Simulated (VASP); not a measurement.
VASP 6.6.1 run: BaS

INCAR

```
ISIF = 2
LWAVE = .FALSE.
PREC = Single
EDIFF = 0.001
LASPH = .TRUE.
NSW = 0
ISMEAR = 0
LREAL = .FALSE.
ENCUT = 520
SIGMA = 0.01
IBRION = -1
NELM = 120
LCHARG = .FALSE.
NBANDS = 12
GGA = CA
```

KPOINTS

```
KPOINTS created by Atomic Simulation Environment
0
Gamma
8 8 8
0 0 0
```

POSCAR

```
Ba S
 1.0000000000000000
     0.0000000000000000    3.2117958737464081    3.2117958737464081
     3.2117958737464081    0.0000000000000000    3.2117958737464081
     3.2117958737464081    3.2117958737464081   -0.0000000000000000
 Ba  S
   1   1
Cartesian
 -0.0000000000000000 -0.0000000000000000 -0.0000000000000000
  3.2117958737464081  3.2117958737464081  3.2117958737464081
```

The recommended LDA PAW datasets give the neutral cell 16 valence electrons.

Command

```
mpirun -np 1 vasp_std
```

OSZICAR

```
N       E                     dE             d eps       ncg     rms          rms(c)
DAV:   1     0.871820094976E+02    0.87182E+02   -0.71048E+03   696   0.117E+03
DAV:   2    -0.663926465102E+01   -0.93821E+02   -0.87395E+02   984   0.193E+02
DAV:   3    -0.115489219555E+02   -0.49097E+01   -0.48758E+01   888   0.497E+01
DAV:   4    -0.116752466691E+02   -0.12632E+00   -0.12612E+00  1020   0.782E+00
DAV:   5    -0.116777680626E+02   -0.25214E-02   -0.25212E-02   920   0.945E-01    0.473E+00
DAV:   6    -0.111700260270E+02    0.50774E+00   -0.11737E+00   820   0.611E+00    0.333E+00
DAV:   7    -0.111500711005E+02    0.19955E-01   -0.20980E-01  1044   0.254E+00    0.192E+00
DAV:   8    -0.111455002221E+02    0.45709E-02   -0.21270E-02   828   0.939E-01    0.215E-01
DAV:   9    -0.111447496806E+02    0.75054E-03   -0.35770E-03   800   0.389E-01
   1 F= -.11144750E+02 E0= -.11144750E+02  d E =-.310637E-72
```

From OUTCAR

```
k-points           NKPTS =     29   k-points in BZ     NKDIM =     29   number of bands    NBANDS=     12

   NELECT =      16.0000    total number of electrons

   dimension x,y,z NGX =    36 NGY =   36 NGZ =   36
   dimension x,y,z NGXF=    36 NGYF=   36 NGZF=   36

  energy-cutoff  :      520.00
  volume of cell :       66.26
      direct lattice vectors                 reciprocal lattice vectors
     0.000000000  3.211795874  3.211795874    -0.155676145  0.155676145  0.155676145
     3.211795874  0.000000000  3.211795874     0.155676145 -0.155676145  0.155676145
     3.211795874  3.211795874  0.000000000     0.155676145  0.155676145 -0.155676145

 k-points in reciprocal lattice and weights: KPOINTS created by Atomic Simulation Env
   0.00000000  0.00000000  0.00000000       0.002
   0.12500000  0.00000000  0.00000000       0.016
   0.25000000  0.00000000  0.00000000       0.016
   0.37500000  0.00000000  0.00000000       0.016
   0.50000000  0.00000000  0.00000000       0.008
   0.12500000  0.12500000  0.00000000       0.012
   0.25000000  0.12500000  0.00000000       0.047
   0.37500000  0.12500000  0.00000000       0.047
   ...

 E-fermi :   1.2702

 k-point     1 :       0.0000    0.0000    0.0000
  band No.  band energies     occupation
      1     -24.9081      2.00000
      2      -9.9828      2.00000
      3      -9.9828      2.00000
      4      -9.9828      2.00000
      5      -9.1447      2.00000
      6       1.1450      2.00000
      7       1.1450      2.00000
      8       1.1450      2.00000
      9       4.3727      0.00000
     10       4.8453      0.00000
     11       4.8453      0.00000
     12       4.8453      0.00000

 k-point     2 :       0.1250    0.0000    0.0000
  band No.  band energies     occupation
      1     -24.9019      2.00000
      2     -10.2647      2.00000
      3      -9.9887      2.00000
      4      -9.9887      2.00000
      5      -8.8494      2.00000
      6       0.7134      2.00000
      7       0.9343      2.00000
      8       0.9343      2.00000
      9       4.7842      0.00000
     10       5.0477      0.00000
     11       5.0773      0.00000
     12       5.0773      0.00000

 k-point     3 :       0.2500    0.0000    0.0000
  band No.  band energies     occupation
      1     -24.8869      2.00000
      2     -10.6775      2.00000
      3     -10.0027      2.00000
      4     -10.0027      2.00000
      5      -8.4024      2.00000
      6      -0.0438      2.00000
      7       0.5190      2.00000
      8       0.5190      2.00000
      9       5.0420      0.00000
     10       5.7244      0.00000
     11       5.7244      0.00000
     12       6.2030      0.00000

 k-point     4 :       0.3750    0.0000    0.0000
  band No.  band energies     occupation
      1     -24.8718      2.00000
      2     -10.9709      2.00000
      3     -10.0164      2.00000
      4     -10.0164      2.00000
      5      -8.0716      2.00000
      6      -0.6250      2.00000
      7       0.1843      2.00000
      8       0.1843      2.00000
      9       5.6418      0.00000
     10       6.6478      0.00000
     11       6.6478      0.00000
     12       6.9933      0.00000

 ...

  Total       -1.0059877     -1.0059877     -1.0059877      0.0000000      0.0000000     -0.0000000
  in kB      -24.3236906    -24.3236906    -24.3236906      0.0000000      0.0000000     -0.0000000
  external PRESSURE =     -24.3236906 kB  Pullay stress =       0.0000000 kB

 POSITION                                       TOTAL-FORCE (eV/Angst)
 -----------------------------------------------------------------------------------
      0.00000      0.00000      0.00000         0.000000      0.000000      0.000000
      3.21180      3.21180      3.21180         0.000000     -0.000000      0.000000
 -----------------------------------------------------------------------------------
    total drift:                               -0.000000      0.000000     -0.000000

  FREE ENERGIE OF THE ION-ELECTRON SYSTEM (eV)
  ---------------------------------------------------
  free  energy   TOTEN  =       -11.1447496806 eV

  energy  without entropy=      -11.1447496806  energy(sigma->0) =      -11.14474968
```

It converged. Results: gap between bands v and c on the k mesh 1.93 eV; least direct gap on the k mesh 2.08 eV; pressure -2.4 GPa. Band v is the last that the valence electrons fill when counted band by band, and c is the next.

For comparison, a separate LDA run of the intended cell, on usual settings and not on those above, gives a gap of 1.93 eV on its mesh and a pressure of -2.5 GPa.

The run above took about 6.3 s on one core of a shared host (Intel Xeon 6975P-C) and held 0.14 GiB at most.
